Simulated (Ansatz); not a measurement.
What settings do to one calculation: a Ba vacancy next to a S vacancy in rocksalt BaS, 14 atoms, charge 0

Ansatz (PAW, plane waves), atoms fixed. The base input:

```yaml
crystal:
  lattice:
    - [12.664126, 0.000000, 0.000000]
    - [0.000000, 6.332063, 0.000000]
    - [0.000000, 0.000000, 6.332063]
  atoms:
    - { symbol: S, position: [0.253691, 0.992887, 0.009015] }
    - { symbol: S, position: [0.750377, 0.012858, 0.996999] }
    - { symbol: S, position: [0.001715, 0.504333, 0.029448] }
    - { symbol: S, position: [0.988364, 0.991507, 0.504784] }
    - { symbol: S, position: [0.502093, 0.006411, 0.497767] }
    - { symbol: S, position: [0.254775, 0.487133, 0.492181] }
    - { symbol: S, position: [0.743716, 0.507572, 0.508067] }
    - { symbol: Ba, position: [0.991114, 0.006385, 0.993562] }
    - { symbol: Ba, position: [0.495770, 0.986730, 0.009960] }
    - { symbol: Ba, position: [0.261864, 0.484337, 0.996216] }
    - { symbol: Ba, position: [0.746786, 0.519894, 0.994849] }
    - { symbol: Ba, position: [0.236667, 0.976976, 0.493453] }
    - { symbol: Ba, position: [0.756774, 0.015871, 0.514068] }
    - { symbol: Ba, position: [0.002537, 0.483214, 0.497172] }
kpoints:
  mp_grid: { grid: [2, 2, 2], shift: [0.5, 0.5, 0.5] }
hamiltonian:
  xc: pbesol
scf:
  occupations: { method: fermi_dirac, width: 0.01 }
output:
  forces: true
  eigenvalues: true
  stress: true
  populations: true
```

Command:

```sh
ansatz run in.yaml --threads 7 --pin off --max-ram 13300MiB --runs-dir r --events-out ev --progress --plain
```

It converged in 9 iterations and 5 s of wall time on 7 threads of a Neoverse-V2 processor, on a host shared with other runs; peak host memory 1.1 GiB; largest force component 1.41 eV/Å, pressure -1.44 GPa. The cutoff was the default, 420 eV. The base isn't a converged reference: it has few k points, and its atoms are unrelaxed. Each run below changes the keys shown and caps the iterations.

```
run                                                                                     changed     ending  iterations  free energy less the base (meV per atom)  rms change of forces (eV/Å)  change of pressure (GPa)  wall time (s, shared host)
  1  mixing beta 0.01, occupations tetrahedron, max_iter 50, k points a 2×2×1 mesh centred on Γ  converged          11                                     597.2                        0.480                      4.66                     1.9 CPU
  2                                                   accuracy high, width 0.03 eV, max_iter 90  converged          12                                       0.0                        0.000                      0.00                       4 CPU
  3                                                                          xc hf, max_iter 90  converged          27                                other zero                        0.280                      5.59                     120 CPU
  4                                                                   width 0.2 eV, max_iter 70  converged           9                                      -1.4                        0.013                      0.02                     3.4 CPU
  5                                                        mixing algorithm linear, max_iter 80    refused           –                                         –                            –                         –                           –
  6                                                                   width 2.0 eV, max_iter 70  converged           9                                   -3330.7                        0.564                      8.01                      14 CPU
  7                                                            dr2_threshold 1e-12, max_iter 60  converged          14                                       0.0                        0.000                      0.00                     4.1 CPU
  8                                                             dispersion d3bjatm, max_iter 80  converged           9                                other zero                        0.012                     -1.18                       3 CPU
```

«Other zero»: another functional, charge or dispersion term moves the zero of energy, so the difference says nothing of accuracy.

Runs with exact exchange count the iterations of all their loops.

Task: Which changes leave the result alone, and which of the same physical model moves the forces most?

Result: The forces move by under 0.002 eV/Å in runs 2, 7. Run 6 (width 2.0 eV, max_iter 70) moves them most among the runs with the same functional, charge and dispersion term, by 0.564 eV/Å.

Task: Why did some runs give no result?

Result: - run 5: YAML parse error: error: line 28 column 24: unknown variant `linear`, expected one of auto, anderson, broyden, msr1
